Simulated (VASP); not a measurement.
A run of VASP 6.6.1 is set up as follows.

The input INCAR:

```
  PREC = Accurate
  ENCUT = 520
  EDIFF = 1E-7
  ISMEAR = 0
  SIGMA = 0.02
  LREAL = F
  LASPH = T
  NELM = 80
  ALGO = Normal
  ISIF = 3
  LWAVE = F
  LCHARG = F
  GGA = PS
  IBRION = 2
  NSW = 80
  EDIFFG = -0.002
  KPAR = 4
```

Contents of KPOINTS:

```
regular mesh
0
Gamma
  10 10 10
```

The input POSCAR:

```
GaSb                                    
1.0
   -0.0000000000      3.0576015674      3.0576015674
    3.0576015674      0.0000000000      3.0576015674
    3.0576015674      3.0576015674      0.0000000000
  Ga              Sb            
     1     1
Direct
     0.0000000000000000    0.0000000000000000    0.0000000000000000
     0.2500000000000000    0.2500000000000000    0.2500000000000000
```

Potentials or basis: VASP PAW PBE potentials, release 64 (Ga_d, Sb).

Launch:

```bash
$ cat potpaw_PBE.64/Ga_d/POTCAR potpaw_PBE.64/Sb/POTCAR > POTCAR
$ mpirun -np 4 vasp_std > vasp.out
```

Estimate the band gap on the k mesh.

none (metal or under the smearing width).

Final structure:
```
Ga Sb
1.0
     0.00000    3.05760    3.05760
     3.05760    0.00000    3.05760
     3.05760    3.05760    0.00000
Ga Sb
1 1
Direct
  0.00000 0.00000 0.00000
  0.25000 0.25000 0.25000
```

Caveat: the relaxation stopped at its first step, so nothing moved; this crystal is a semiconductor, whose small gap the functional closes, so the metal is an error of the method. Spin-orbit coupling is left out, which matters for the levels of Sb.
